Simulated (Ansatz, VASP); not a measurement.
## Two plane-wave programs on B

```
CELL_PARAMETERS angstrom
1.84219 0.00000 0.00000
0.00000 1.84219 0.00000
0.00000 0.00000 27.12440
ATOMIC_POSITIONS crystal
B 0.50000 0.50000 0.26331
B 0.50000 0.50000 0.32657
```

Alike in both runs: functional PBE; k mesh 8 × 8 × 1; occupations gaussian, width 0.1 eV; no spin polarisation.

Ansatz relaxed the structure, and its values are those at the end. VASP's run is a single point on that final structure, the one shown.

|  | VASP | Ansatz |
| --- | --- | --- |
| version | VASP 6.6.1 | Ansatz 0.2.0 |
| potentials or method | VASP PAW PBE potentials, release 64 (B) | scalar-relativistic, plane waves, PAW |
| plane-wave cutoff (eV) | 520 | 420 |
| valence electrons in the cell | 6 | 6 |

|  | VASP | Ansatz | Ansatz less VASP |
| --- | --- | --- | --- |
| gap on the k mesh at the Fermi level (eV) | none | none | - |
| rms of the force components (eV/Å) | 0.010 | 0.003 | -0.0072 |

A gap of «none» marks a metal or a gap that the smearing closes. Ansatz warned: «slab_cell_height_set».

Caveats: the k mesh is coarse (spacing up to 0.43 Å⁻¹), so the values aren't converged.
